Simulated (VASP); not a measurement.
## CuI (Marshite) under changes of volume

One of the cells (28.417 Å³/atom); the others are scaled copies at fixed shape and fractional positions:

```
I Cu
1.0
     0.00000    3.05158    3.05158
     3.05158    0.00000    3.05158
     3.05158    3.05158    0.00000
I Cu
1 1
Cartesian
  0.0000 0.0000 0.0000
  4.5774 4.5774 4.5774
```

```yaml
Program: VASP 6.6.1
Functional: PBEsol
Potentials_or_basis: VASP PAW PBE potentials, release 64 (I, Cu)
Cutoff: 520 eV
k_mesh: 8 × 8 × 8
Occupations: fermi-dirac, width 0.05 eV
Spin: no spin polarisation
```

| volume (Å³/atom) | energy over the lowest point (meV/atom) | pressure (GPa) | gap on the mesh (eV) |
| --- | --- | --- | --- |
| 26.188 | 0.00 | 0.1 | 1.20 |
| 26.745 | 1.25 | -0.9 | 1.14 |
| 27.302 | ? | ? | ? |
| 28.417 | 22.88 | -3.2 | 0.98 |
| 28.974 | 34.86 | -3.8 | 0.93 |
| 29.531 | 48.72 | -4.3 | 0.89 |

Q: What does the run at 27.302 Å³/atom give?

A: Energy over the lowest point 5.73 meV/atom; pressure -1.8 GPa; gap on the mesh 1.08 eV.

Worked out: A Birch-Murnaghan fit of order 3 (a polynomial in V^(-2/3)) to the other rows has its minimum at 26.27 Å³/atom with B0 = V·E''(V) = 49 GPa and B' = 5.3. It gives 5.74 meV/atom at 27.302 Å³/atom, against the run's 5.73, and -dE/dV = -1.7 GPa, against -1.8. A straight line through the other rows of the gap, of slope -2.6 eV per unit of ln V (its deformation potential), gives 1.09 eV, against the run's 1.08.

Energies are extrapolated to zero smearing.

Caveats: the PAW data sets were made with another functional, which shifts forces and pressure a little; spin-orbit coupling is left out, which moves the levels of the heavy elements.
